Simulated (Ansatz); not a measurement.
Input:

```xyz
2
Lattice="0.0000 3.0091 3.0091 3.1869 0.0000 3.0091 3.1869 3.0091 0.0000" Properties=species:S:1:pos:R:3 pbc="T T T"
I      0.0000     0.0000     0.0000
Li     3.1869     3.0091     3.0091
```

No spin polarisation.

Calculations: plane-wave PAW DFT at the r2SCAN level (Ansatz, a quantum-chemistry and plane-wave program, 500 eV), no SOC. k-mesh 10×10×10 (Γ-centred); smearing 0.05 eV (Fermi–Dirac).

Q: Predict the stress and valence-band top at Γ.

A: Stress (xx, yy, zz, yz, xz, xy; compression positive): (-1.45, -0.67, -0.67, 0.00, 0.00, 0.00) GPa
Valence-band top at Γ (three highest levels, from the VBM): 0.00, -0.13, -0.13 eV

Spin-orbit coupling, missing from the scalar runs, can matter with I. The levels and masses belong to the bands next to the band gap. The cells carry an imposed strain or load. No phonon test of stability was made. The cell was made from LiI in the rock salt structure (space group Fm-3m, No. 225) by this change: uniaxial strain ε_xx = +5.91 %.
